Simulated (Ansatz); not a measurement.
# hcp Ru(0001) / hcp Os(0001) interface: specific resistance, part 2 of 3

How much resistance does one hcp Ru(0001) / hcp Os(0001) interface add to a current across the layers?

Ansatz 0.2.0; Ansatz plane-wave DFT, PBE, PAW files; ballistic transport by layer matching (Landauer), zero bias; PAW set soft_1 (the session's first sound run).

So far, transmission per spin nearest the Fermi level: step 2 (transmission: PBE) 1.13.

### Step 6. Transmission: LDA

The functional changes to LDA at the same atoms, which shifts d bands against the Fermi level. To save time only the energies from -0.06 to 0.06 eV are solved. The mesh is 52×52 and the cutoff, the files' own for this level, 420 eV.

This step: Ansatz plane-wave DFT, LDA, PAW files; ballistic transport by layer matching (Landauer), zero bias; PAW set soft_1 (Ansatz 0.2.0).

The input, input.yaml:

```yaml
crystal:
  lattice:
    - [2.71995, 0.0, 0.0]
    - [-1.359975, 2.355545797, 0.0]
    - [0.0, 0.0, 51.6133565231]
  atoms:
    - { symbol: Ru, position: [0.0, 0.0, 0.0193748298] }
    - { symbol: Ru, position: [0.3333333333, 0.6666666667, 0.0604249058] }
    - { symbol: Ru, position: [0.0, 0.0, 0.1014749818] }
    - { symbol: Ru, position: [0.3333333333, 0.6666666667, 0.1425250578] }
    - { symbol: Ru, position: [0.0, 0.0, 0.1835751338] }
    - { symbol: Ru, position: [0.3333333333, 0.6666666667, 0.2246252098] }
    - { symbol: Ru, position: [0.0, 0.0, 0.2656752858] }
    - { symbol: Ru, position: [0.3333333333, 0.6666666667, 0.3067253618] }
    - { symbol: Ru, position: [0.0, 0.0, 0.3477754378] }
    - { symbol: Ru, position: [0.3333333333, 0.6666666667, 0.3888255138] }
    - { symbol: Ru, position: [0.0, 0.0, 0.4298755898] }
    - { symbol: Ru, position: [0.3333333333, 0.6666666667, 0.4709256658] }
    - { symbol: Os, position: [0.0, 0.0, 0.5125923325] }
    - { symbol: Os, position: [0.3333333333, 0.6666666667, 0.5548755898] }
    - { symbol: Os, position: [0.0, 0.0, 0.5971588471] }
    - { symbol: Os, position: [0.3333333333, 0.6666666667, 0.6394421045] }
    - { symbol: Os, position: [0.0, 0.0, 0.6817253618] }
    - { symbol: Os, position: [0.3333333333, 0.6666666667, 0.7240086191] }
    - { symbol: Os, position: [0.0, 0.0, 0.7662918765] }
    - { symbol: Os, position: [0.3333333333, 0.6666666667, 0.8085751338] }
    - { symbol: Os, position: [0.0, 0.0, 0.8508583912] }
    - { symbol: Os, position: [0.3333333333, 0.6666666667, 0.8931416485] }
    - { symbol: Os, position: [0.0, 0.0, 0.9354249058] }
    - { symbol: Os, position: [0.3333333333, 0.6666666667, 0.9777081632] }
kpoints:
  mp_grid: { grid: [16, 16, 1] }
hamiltonian:
  xc: lda
  pseudopotentials: { kind: paw, azcp: { folder: soft_1 }, xc_functional: pbe }
scf:
  occupations: { method: fermi_dirac, width: 0.1 }
output:
  transmission:
    leads: [[5, 7], [17, 19]]
    kmesh: [52, 52]
    e_range: [-0.06, 0.06]
    de: 0.04
  write_potential: true
  write_density: true
  volumetric_format: npy
```

Command:

```bash
$ ansatz run input.yaml --threads 4 --pin off --max-ram 15360MiB --backend cpu --events-out ev --progress --plain --runs-dir out
```

Numbers of over 12 decimals in the logs are rounded to 6 here.

Output:

```text
[...]
Crystal: 24 atoms, lattice volume = 330.685 Å³
Basis set: ecut = 420 eV, 6503 PW (Γ)
Bands: 231, of which v1, the nominal top of the filled ones, is band 192 counted from 1 (191 counted from 0)
Symmetry: 12 space group operations
[...]
k-points: 30 of 256
[...]
SCF iter   1: F=—  HF=-202546.555223 eV  |F-HF|=—  |Δ(HF+E_count)|=         —  Δρ=1.11e-1  dr2=2.09e2  ethr=3.10e-3  ⟨swp⟩=5.1  Hψ=22378  notcnv=0  defer=30
[...]
SCF iter  10: F=-202534.317854 eV  HF=-202534.317854 eV  |F-HF|=2.30e-8  |Δ(HF+E_count)|=   3.49e-9  Δρ=5.17e-7  dr2=2.32e-8  ethr=2.60e-11  ⟨swp⟩=5.1  Hψ=13990  notcnv=0
SCF 1 converged in 10 iterations: F = -202534.317854 eV  dr2 = 2.32e-8
[...]
transmission: 1416 of 14112 steps passed
transmission: 2824 of 14112 steps passed
[...]
transmission: 14112 of 14112 steps passed
SCF converged after 10 iterations
Free energy (F): -202534.317854 eV
[...]
Internal energy: -202533.783103 eV  (E = F + TS)
E sigma→0 (E₀):  -202534.050479 eV
Entropy (-TS):   -0.534751 eV (-22.281 meV/atom)
Fermi energy:    24.379981 eV
[...]
--- Band table (eV; the first three rows and the last of 30) ---
  k-point 0: bands = [... 188 lower, 23.0027, 23.0220, 23.0220, 23.1077, 23.1346, 23.3172, 23.3172, 23.3310, ... 35 higher]
  k-point 1: bands = [... 188 lower, 22.8679, 22.9202, 22.9292, 22.9404, 22.9553, 23.2532, 23.2573, 23.2617, ... 35 higher]
  k-point 2: bands = [... 188 lower, 22.6883, 22.7350, 22.7688, 22.8100, 22.8617, 22.9446, 22.9710, 23.1149, ... 35 higher]
  k-point 29: bands = [... 188 lower, 25.2415, 25.2658, 25.3306, 25.3487, 25.3694, 25.4313, 25.5037, 25.5044, ... 35 higher]
--- Transmission ---
  basis      : 55 plane waves across, 56 finite elements along
  points     : 252, standing for a mesh of 52 x 52
[...]
channels       : 1.431213e0 a spin
[...]
slowest decay  : 0.0405 /Å at (0.3077, 0.0000)
[...]
channels       : 1.177885e0 a spin
[...]
slowest decay  : 0.0559 /Å at (0.2692, 0.0577)
  junction   : crystal 0 to crystal 1, 13.35 to 34.79 Å
    transmission   : 1.141613e0 a spin
[...]
```

Elapsed: 97 s, on 4 threads of Arm Neoverse V1, shared host; peak memory 2.6 GiB; 6.1 min of CPU time.

This step gave:

```yaml
free_energy: -202534.3179 eV
energy_at_zero_smearing: -202534.0505 eV
fermi_energy: 24.38 eV
step_of_the_lead_s_potential: 0.5 meV
step_of_the_upper_lead_s_potential: 0.9 meV
```

Per spin. Transmission, zone mean against energy, zero at the Fermi level:

```tsv
energy (eV)	transmission, zone mean
-0.0600	1.14
-0.0200	1.14
0.0200	1.15
0.0600	1.14
```

Over the solved energies the transmission per spin lies between 1.14 and 1.15, out of 1.39 channels of the lead on average (up to 1.43).

### Step 7. Resistance: LDA

This step: Ansatz plane-wave DFT, LDA, PAW files; ballistic transport by layer matching (Landauer), zero bias; specific resistance of one interface, 1/T less the mean of the leads' 1/N; PAW set soft_1 (Ansatz 0.2.0).

Numbers from this step:

* area resistance: 0.08005 fΩ m²
* T over the leads' mean channel count: 0.8840
* twice the interface resistance (2AR, or 2AR* for magnets): 0.1601 fΩ m²

Twice the interface resistance is 0.160 fΩ m² here, against 0.169 in the first run; 88.4 % of the two leads' mean channel count pass, 87.7 % before.

### Step 8. Transmission: r2SCAN, cutoff 500 eV

The same with r2SCAN, the dearer rung. To save time only the energies from -0.06 to 0.06 eV are solved. The mesh is 52×52 and the cutoff, the files' own for this level, 500 eV.

This step: Ansatz plane-wave DFT, r2SCAN, PAW files; ballistic transport by layer matching (Landauer), zero bias; PAW set soft_1 (Ansatz 0.2.0).

Edit input.yaml of step 6 so:

```diff
@@ -33,4 +33,4 @@
 hamiltonian:
-  xc: lda
-  pseudopotentials: { kind: paw, azcp: { folder: soft_1 }, xc_functional: pbe }
+  xc: r2scan
+  pseudopotentials: { kind: paw, azcp: { folder: soft_1 } }
 scf:
```

Output:

```text
[...]
Crystal: 24 atoms, lattice volume = 330.685 Å³
Basis set: ecut = 500 eV, 8241 PW (Γ), exchange–correlation on 80×80×1536 points (64 copies of the dense FFT grid, shifted against one another)
Bands: 231, of which v1, the nominal top of the filled ones, is band 192 counted from 1 (191 counted from 0)
Symmetry: 12 space group operations
[...]
k-points: 30 of 256
[...]
SCF iter   1: F=—  HF=-207481.977417 eV  |F-HF|=—  |Δ(HF+E_count)|=         —  Δρ=9.88e-2  dr2=2.04e2  dr2_τ=1.45e0  ethr=3.10e-3  ⟨swp⟩=5.4  Hψ=22848  notcnv=0  defer=31
[...]
SCF iter  16: F=-207474.985308 eV  HF=-207474.985308 eV  |F-HF|=3.56e-8  |Δ(HF+E_count)|=   2.20e-8  Δρ=1.68e-6  dr2=4.02e-8  dr2_τ=2.03e-9  ethr=2.60e-11  ⟨swp⟩=2.0  Hψ=12827  notcnv=0
SCF 1 converged in 16 iterations: F = -207474.985308 eV  dr2 = 4.02e-8
[...]
transmission: 1416 of 14112 steps passed
transmission: 2824 of 14112 steps passed
[...]
transmission: 14112 of 14112 steps passed
SCF converged after 16 iterations
Free energy (F): -207474.985308 eV
[...]
Internal energy: -207474.476429 eV  (E = F + TS)
E sigma→0 (E₀):  -207474.730868 eV
Entropy (-TS):   -0.508879 eV (-21.203 meV/atom)
Fermi energy:    24.554780 eV
[...]
--- Band table (eV; the first three rows and the last of 30) ---
  k-point 0: bands = [... 188 lower, 23.1122, 23.1345, 23.1345, 23.2132, 23.2304, 23.4413, 23.4413, 23.4568, ... 35 higher]
  k-point 1: bands = [... 188 lower, 22.9678, 23.0279, 23.0390, 23.0455, 23.0569, 23.3762, 23.3819, 23.3861, ... 35 higher]
  k-point 2: bands = [... 188 lower, 22.7946, 22.8453, 22.8894, 22.9231, 22.9776, 23.0648, 23.0889, 23.2111, ... 35 higher]
  k-point 29: bands = [... 188 lower, 25.4503, 25.4739, 25.5392, 25.5576, 25.5864, 25.6545, 25.7304, 25.7476, ... 35 higher]
--- Transmission ---
  basis      : 61 plane waves across, 56 finite elements along
  points     : 252, standing for a mesh of 52 x 52
[...]
channels       : 1.431213e0 a spin
[...]
slowest decay  : 0.0357 /Å at (0.3077, 0.0000)
[...]
channels       : 1.160133e0 a spin
[...]
slowest decay  : 0.0561 /Å at (0.2500, 0.2115)
  junction   : crystal 0 to crystal 1, 13.35 to 34.79 Å
    transmission   : 1.131090e0 a spin
[...]
```

Elapsed: 3.2 min, on 4 threads; peak memory 3.7 GiB.

Numbers from this step:

```
free energy                        : -207474.9853 eV
energy at zero smearing            : -207474.7309 eV
Fermi energy                       : 24.55 eV
step of the lead's potential       : 0.3 meV
step of the upper lead's potential : 0.7 meV
```

Per spin. The transmission, zone mean by energy, zero at the Fermi level:

```tsv
energy (eV)	transmission, zone mean
-0.0600	1.14
-0.0200	1.13
0.0200	1.15
0.0600	1.14
```

Over the solved energies the transmission per spin lies between 1.13 and 1.15, out of 1.41 channels of the lead on average (up to 1.43).

### Step 9. Resistance: r2SCAN

This step: Ansatz plane-wave DFT, r2SCAN, PAW files; ballistic transport by layer matching (Landauer), zero bias; specific resistance of one interface, 1/T less the mean of the leads' 1/N; PAW set soft_1 (Ansatz 0.2.0).

Numbers from this step:

```
area resistance                                           : 0.08536 fΩ m²
T over the leads' mean channel count                      : 0.8762
twice the interface resistance (2AR, or 2AR* for magnets) : 0.1707 fΩ m²
```

Twice the interface resistance is 0.171 fΩ m² here, against 0.169 in the first run; 87.6 % of the two leads' mean channel count pass, 87.7 % before.

### Step 10. Transmission: PBE on the lower metal's lattice, in plane spacing 2.7058 Å, lattice of Ru

The common lattice is now the lower metal's own, which puts all the misfit on the upper one. To save time only the energies from -0.06 to 0.06 eV are solved. The mesh is 52×52 and the cutoff, the files' own for this level, 420 eV.

This step: Ansatz plane-wave DFT, PBE, PAW files; ballistic transport by layer matching (Landauer), zero bias; PAW set soft_1 (Ansatz 0.2.0).

The cell differs from the one that the last finished run ended in (a 2.720 → 2.706 Å, b 2.720 → 2.706 Å, c 51.613 → 52.155 Å).

The input, input.yaml:

```yaml
crystal:
  lattice:
    - [2.7058, 0.0, 0.0]
    - [-1.3529, 2.3432915376, 0.0]
    - [0.0, 0.0, 52.1545928489]
  atoms:
    - { symbol: Ru, position: [0.0, 0.0, 0.0191737668] }
    - { symbol: Ru, position: [0.3333333333, 0.6666666667, 0.0602238428] }
    - { symbol: Ru, position: [0.0, 0.0, 0.1012739188] }
    - { symbol: Ru, position: [0.3333333333, 0.6666666667, 0.1423239948] }
    - { symbol: Ru, position: [0.0, 0.0, 0.1833740708] }
    - { symbol: Ru, position: [0.3333333333, 0.6666666667, 0.2244241468] }
    - { symbol: Ru, position: [0.0, 0.0, 0.2654742228] }
    - { symbol: Ru, position: [0.3333333333, 0.6666666667, 0.3065242988] }
    - { symbol: Ru, position: [0.0, 0.0, 0.3475743748] }
    - { symbol: Ru, position: [0.3333333333, 0.6666666667, 0.3886244508] }
    - { symbol: Ru, position: [0.0, 0.0, 0.4296745267] }
    - { symbol: Ru, position: [0.3333333333, 0.6666666667, 0.4707246027] }
    - { symbol: Os, position: [0.0, 0.0, 0.5123912694] }
    - { symbol: Os, position: [0.3333333333, 0.6666666667, 0.5546745267] }
    - { symbol: Os, position: [0.0, 0.0, 0.5969577841] }
    - { symbol: Os, position: [0.3333333333, 0.6666666667, 0.6392410414] }
    - { symbol: Os, position: [0.0, 0.0, 0.6815242988] }
    - { symbol: Os, position: [0.3333333333, 0.6666666667, 0.7238075561] }
    - { symbol: Os, position: [0.0, 0.0, 0.7660908134] }
    - { symbol: Os, position: [0.3333333333, 0.6666666667, 0.8083740708] }
    - { symbol: Os, position: [0.0, 0.0, 0.8506573281] }
    - { symbol: Os, position: [0.3333333333, 0.6666666667, 0.8929405854] }
    - { symbol: Os, position: [0.0, 0.0, 0.9352238428] }
    - { symbol: Os, position: [0.3333333333, 0.6666666667, 0.9775071001] }
kpoints:
  mp_grid: { grid: [16, 16, 1] }
hamiltonian:
  xc: pbe
  pseudopotentials: { kind: paw, azcp: { folder: soft_1 } }
scf:
  occupations: { method: fermi_dirac, width: 0.1 }
output:
  transmission:
    leads: [[5, 7], [17, 19]]
    kmesh: [52, 52]
    e_range: [-0.06, 0.06]
    de: 0.04
  write_potential: true
  write_density: true
  volumetric_format: npy
```

Output:

```text
[...]
Crystal: 24 atoms, lattice volume = 330.685 Å³
Basis set: ecut = 420 eV, 6541 PW (Γ)
Bands: 231, of which v1, the nominal top of the filled ones, is band 192 counted from 1 (191 counted from 0)
Symmetry: 12 space group operations
[...]
k-points: 30 of 256
[...]
SCF iter   1: F=—  HF=-207185.772934 eV  |F-HF|=—  |Δ(HF+E_count)|=         —  Δρ=1.03e-1  dr2=1.31e2  ethr=3.10e-3  ⟨swp⟩=5.0  Hψ=22069  notcnv=0  defer=36
[...]
SCF iter  11: F=-207175.817627 eV  HF=-207175.817627 eV  |F-HF|=4.54e-9  |Δ(HF+E_count)|=   2.62e-9  Δρ=4.03e-7  dr2=4.76e-9  ethr=2.60e-11  ⟨swp⟩=4.3  Hψ=8682  notcnv=0
SCF 1 converged in 11 iterations: F = -207175.817627 eV  dr2 = 4.76e-9
[...]
transmission: 1416 of 14112 steps passed
transmission: 2824 of 14112 steps passed
[...]
transmission: 14112 of 14112 steps passed
SCF converged after 11 iterations
Free energy (F): -207175.817627 eV
[...]
Internal energy: -207175.262407 eV  (E = F + TS)
E sigma→0 (E₀):  -207175.540017 eV
Entropy (-TS):   -0.555220 eV (-23.134 meV/atom)
Fermi energy:    24.724280 eV
[...]
--- Band table (eV; the first three rows and the last of 30) ---
  k-point 0: bands = [... 188 lower, 23.3417, 23.4626, 23.4626, 23.4950, 23.4950, 23.7509, 23.7509, 23.7716, ... 35 higher]
  k-point 1: bands = [... 188 lower, 23.2479, 23.3069, 23.3377, 23.3774, 23.3964, 23.6137, 23.6250, 23.6824, ... 35 higher]
  k-point 2: bands = [... 188 lower, 23.0377, 23.0483, 23.1328, 23.2147, 23.2170, 23.2342, 23.2458, 23.4286, ... 35 higher]
  k-point 29: bands = [... 188 lower, 25.5117, 25.5260, 25.5774, 25.6223, 25.6826, 25.7422, 25.7939, 25.8312, ... 35 higher]
--- Transmission ---
  basis      : 55 plane waves across, 56 finite elements along
  points     : 252, standing for a mesh of 52 x 52
[...]
channels       : 1.402367e0 a spin
[...]
slowest decay  : 0.0534 /Å at (0.3077, 0.0000)
[...]
channels       : 1.142382e0 a spin
[...]
slowest decay  : 0.0252 /Å at (0.2308, 0.0962)
  junction   : crystal 0 to crystal 1, 13.47 to 35.14 Å
    transmission   : 1.109852e0 a spin
[...]
```

It took 98 s on 4 threads; peak memory 2.6 GiB; 6.1 min of CPU time.

Numbers from this step:

| Property | Result |
| --- | --- |
| free energy | -207175.8176 eV |
| energy at zero smearing | -207175.5400 eV |
| Fermi energy | 24.72 eV |
| cell area | 6.340 Å² |

Per spin. Table of transmission, zone mean by energy, zero at the Fermi level:

```tsv
energy (eV)	transmission, zone mean
-0.0600	1.11
-0.0200	1.11
0.0200	1.13
0.0600	1.12
```

Over the solved energies the transmission per spin lies between 1.11 and 1.13, out of 1.39 channels of the lead on average (up to 1.42).

### Step 11. Resistance: PBE on the lower metal's lattice

This step: Ansatz plane-wave DFT, PBE, PAW files; ballistic transport by layer matching (Landauer), zero bias; specific resistance of one interface, 1/T less the mean of the leads' 1/N; PAW set soft_1 (Ansatz 0.2.0).

This step gave:

- area resistance: 0.08655 fΩ m²
- T over the leads' mean channel count: 0.8754
- twice the interface resistance (2AR, or 2AR* for magnets): 0.1731 fΩ m²

Twice the interface resistance is 0.173 fΩ m² here, against 0.169 in the first run; 87.5 % of the two leads' mean channel count pass, 87.7 % before.

### Step 12. Transmission: PBE on the upper metal's lattice, in plane spacing 2.7341 Å, lattice of Os

And the upper metal's lattice, which puts it on the lower one. To save time only the energies from -0.06 to 0.06 eV are solved. The mesh is 52×52 and the cutoff, the files' own for this level, 420 eV.

This step: Ansatz plane-wave DFT, PBE, PAW files; ballistic transport by layer matching (Landauer), zero bias; PAW set soft_1 (Ansatz 0.2.0).

The cell differs from the one that the last finished run ended in (a 2.706 → 2.734 Å, b 2.706 → 2.734 Å, c 52.155 → 51.081 Å).

The input, input.yaml:

```yaml
crystal:
  lattice:
    - [2.7341, 0.0, 0.0]
    - [-1.36705, 2.3678000565, 0.0]
    - [0.0, 0.0, 51.0805017405]
  atoms:
    - { symbol: Ru, position: [0.0, 0.0, 0.0195769416] }
    - { symbol: Ru, position: [0.3333333333, 0.6666666667, 0.0606270176] }
    - { symbol: Ru, position: [0.0, 0.0, 0.1016770936] }
    - { symbol: Ru, position: [0.3333333333, 0.6666666667, 0.1427271696] }
    - { symbol: Ru, position: [0.0, 0.0, 0.1837772456] }
    - { symbol: Ru, position: [0.3333333333, 0.6666666667, 0.2248273216] }
    - { symbol: Ru, position: [0.0, 0.0, 0.2658773976] }
    - { symbol: Ru, position: [0.3333333333, 0.6666666667, 0.3069274736] }
    - { symbol: Ru, position: [0.0, 0.0, 0.3479775496] }
    - { symbol: Ru, position: [0.3333333333, 0.6666666667, 0.3890276256] }
    - { symbol: Ru, position: [0.0, 0.0, 0.4300777016] }
    - { symbol: Ru, position: [0.3333333333, 0.6666666667, 0.4711277776] }
    - { symbol: Os, position: [0.0, 0.0, 0.5127944442] }
    - { symbol: Os, position: [0.3333333333, 0.6666666667, 0.5550777016] }
    - { symbol: Os, position: [0.0, 0.0, 0.5973609589] }
    - { symbol: Os, position: [0.3333333333, 0.6666666667, 0.6396442162] }
    - { symbol: Os, position: [0.0, 0.0, 0.6819274736] }
    - { symbol: Os, position: [0.3333333333, 0.6666666667, 0.7242107309] }
    - { symbol: Os, position: [0.0, 0.0, 0.7664939883] }
    - { symbol: Os, position: [0.3333333333, 0.6666666667, 0.8087772456] }
    - { symbol: Os, position: [0.0, 0.0, 0.8510605029] }
    - { symbol: Os, position: [0.3333333333, 0.6666666667, 0.8933437603] }
    - { symbol: Os, position: [0.0, 0.0, 0.9356270176] }
    - { symbol: Os, position: [0.3333333333, 0.6666666667, 0.9779102749] }
kpoints:
  mp_grid: { grid: [16, 16, 1] }
hamiltonian:
  xc: pbe
  pseudopotentials: { kind: paw, azcp: { folder: soft_1 } }
scf:
  occupations: { method: fermi_dirac, width: 0.1 }
output:
  transmission:
    leads: [[5, 7], [17, 19]]
    kmesh: [52, 52]
    e_range: [-0.06, 0.06]
    de: 0.04
  write_potential: true
  write_density: true
  volumetric_format: npy
```

Output:

```text
[...]
Crystal: 24 atoms, lattice volume = 330.685 Å³
Basis set: ecut = 420 eV, 6501 PW (Γ)
Bands: 231, of which v1, the nominal top of the filled ones, is band 192 counted from 1 (191 counted from 0)
Symmetry: 12 space group operations
[...]
k-points: 30 of 256
[...]
SCF iter   1: F=—  HF=-207185.824199 eV  |F-HF|=—  |Δ(HF+E_count)|=         —  Δρ=1.03e-1  dr2=1.27e2  ethr=3.10e-3  ⟨swp⟩=5.1  Hψ=22136  notcnv=0  defer=27
[...]
SCF iter  11: F=-207175.913514 eV  HF=-207175.913515 eV  |F-HF|=8.88e-9  |Δ(HF+E_count)|=   2.85e-9  Δρ=4.66e-7  dr2=9.01e-9  ethr=2.60e-11  ⟨swp⟩=4.1  Hψ=8577  notcnv=0
SCF 1 converged in 11 iterations: F = -207175.913514 eV  dr2 = 9.01e-9
[...]
transmission: 1416 of 14112 steps passed
transmission: 2824 of 14112 steps passed
[...]
transmission: 14112 of 14112 steps passed
SCF converged after 11 iterations
Free energy (F): -207175.913514 eV
[...]
Internal energy: -207175.389591 eV  (E = F + TS)
E sigma→0 (E₀):  -207175.651553 eV
Entropy (-TS):   -0.523924 eV (-21.830 meV/atom)
Fermi energy:    24.718907 eV
[...]
--- Band table (eV; the first three rows and the last of 30) ---
  k-point 0: bands = [... 188 lower, 23.2346, 23.2459, 23.2459, 23.5620, 23.5768, 23.5768, 23.5857, 23.5864, ... 35 higher]
  k-point 1: bands = [... 188 lower, 23.1508, 23.1568, 23.1601, 23.3637, 23.3701, 23.5183, 23.5236, 23.5622, ... 35 higher]
  k-point 2: bands = [... 188 lower, 23.0403, 23.1146, 23.1299, 23.2046, 23.2066, 23.3695, 23.3832, 23.4264, ... 35 higher]
  k-point 29: bands = [... 188 lower, 25.6297, 25.6548, 25.7104, 25.7466, 25.7687, 25.7744, 25.8262, 25.8960, ... 35 higher]
--- Transmission ---
  basis      : 55 plane waves across, 56 finite elements along
  points     : 252, standing for a mesh of 52 x 52
[...]
channels       : 1.475592e0 a spin
[...]
slowest decay  : 0.0381 /Å at (0.3077, 0.0192)
[...]
channels       : 1.184911e0 a spin
[...]
slowest decay  : 0.0268 /Å at (0.2308, 0.2308)
  junction   : crystal 0 to crystal 1, 13.23 to 34.45 Å
    transmission   : 1.151525e0 a spin
[...]
```

Elapsed: 1.7 min, on 4 threads; peak memory 2.6 GiB.

This step gave:

```
free energy                        : -207175.9135 eV
energy at zero smearing            : -207175.6516 eV
cell area                          : 6.474 Å²
step of the lead's potential       : 1 meV
step of the upper lead's potential : 0.3 meV
```

Per spin. Table of transmission, zone mean by energy, zero at the Fermi level:

```tsv
energy (eV)	transmission, zone mean
-0.0600	1.16
-0.0200	1.15
0.0200	1.16
0.0600	1.16
```

Over the solved energies the transmission per spin lies between 1.15 and 1.16, out of 1.43 channels of the lead on average (up to 1.48).

(Continued in part 3 of 3.)

[Logs are printed without paths, hosts, clocks, repeated set-up lines and the standing remarks that a program may print on its own settings, such as how far it seeks lower states.]

[Hosts, paths, dates, database ids (printed as entryN), source tags and the programs' standing remarks are cut or masked in the printed files.]
